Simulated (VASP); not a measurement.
# HfO2: phonons with LDA

Crystal: HfO2.

```xyz
6
Lattice="3.5474 0.0000 0.0000 0.0000 3.5474 0.0000 0.0000 0.0000 5.1042" Properties=species:S:1:pos:R:3 pbc="T T T"
Hf    1.7737    1.7737    2.5521
Hf    0.0000    0.0000    0.0000
O     0.0000    1.7737    3.5839
O     1.7737    0.0000    4.0723
O     1.7737    0.0000    1.5203
O     3.5474    1.7737    1.0318
```

Measurements of this composition are mostly on another form, of space group No. 14.

```
Program                : VASP 6.6.1
Task                   : phonons
Functional             : LDA
Potentials or basis    : VASP PAW LDA potentials, release 64 (Hf_pv, O)
Cutoff                 : 600 eV
k mesh                 : 6 × 6 × 4
Occupations            : fermi-dirac, width 0.05 eV
Spin                   : no spin polarisation
By perturbation theory : yes
Relax isif             : 2
Further INCAR settings : ALGO = Fast; EDIFF = 1e-08; IBRION = 8; NSW = 1
```

```
Electronic dielectric tensor (diagonal)                 : 5.32, 5.32, 4.82
Born charges (mean of the diagonal)                     : Hf +5.31; O -2.66 e
Highest phonon frequency at Γ, LO-TO splitting left out : 672 cm⁻¹
```

Phonon frequencies in cm⁻¹ (negative: imaginary):
```
              q point                                                      frequencies
(0.000, 0.000, 0.000)  0 0 0 91 91 103 103 228 295 319 454 454 463 463 604 666 672 672
```

Electronic dielectric tensor:
```
5.32 0.00 0.00
0.00 5.32 0.00
0.00 0.00 4.82
```

Born effective charge tensors (e):
atom 1, Hf
```
5.54 0.00 0.00
0.00 5.54 0.00
0.00 0.00 4.86
```
atom 2, Hf
```
5.54 0.00 0.00
0.00 5.54 0.00
0.00 0.00 4.86
```
atom 3, O
```
-3.40  0.00  0.00
 0.00 -2.13  0.00
 0.00  0.00 -2.43
```
atom 4, O
```
-3.40  0.00  0.00
 0.00 -2.13  0.00
 0.00  0.00 -2.43
```
atom 5, O
```
-2.13  0.00  0.00
 0.00 -3.40  0.00
 0.00  0.00 -2.43
```
atom 6, O
```
-2.13  0.00  0.00
 0.00 -3.40  0.00
 0.00  0.00 -2.43
```

Wall time 2.6 min on 8 MPI ranks on Intel(R) Xeon(R) Platinum 8559C (Emerald Rapids) (shared host), peak memory 0.57 GiB a rank.

The run has no spin-orbit coupling, so splittings on Hf are missing.
